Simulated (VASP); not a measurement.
Crystal: CuCl (Nantokite).

```xyz
2
Lattice="0.0000 2.7029 2.7029 2.7029 0.0000 2.7029 2.7029 2.7029 0.0000" Properties=species:S:1:pos:R:3 pbc="T T T"
Cu    0.0000    0.0000    0.0000
Cl    1.3514    1.3514    1.3514
```

* Program: VASP 6.6.1
* Task: relaxation of cell and atoms
* Functional: LDA
* Potentials or basis: VASP PAW LDA potentials, release 64 (Cu, Cl)
* Cutoff: 600 eV
* k mesh: 10 × 10 × 10
* Occupations: gaussian, width 0.03 eV
* Spin: no spin polarisation

At the start: pressure -6.1 GPa; volume 19.75 Å³/atom.

Problem. How do energy, volume and symmetry change on relaxing?

Solution. Over 3 steps the energy falls by 42.2 meV/atom and the volume is 17.75 Å³/atom (-10.1 %); space group F-43m (No. 216, to 0.05 Å).

Step by step:
```
step  energy change (eV)  largest force (eV/Å)  pressure (GPa)  volume (Å³)
   1              0.0000                0.0000           -6.05        39.49
   2             -0.0845                0.0000            0.24        35.38
   3             -0.0845                0.0000           -0.08        35.49
```

Final structure:
```
CELL_PARAMETERS angstrom
0.00000 2.60831 2.60831
2.60831 0.00000 2.60831
2.60831 2.60831 0.00000
ATOMIC_POSITIONS crystal
Cu 0.00000 0.00000 0.00000
Cl 0.25000 0.25000 0.25000
```

Caveat: the volume moved by -10 % from the deposited cell, more than functionals usually miss.
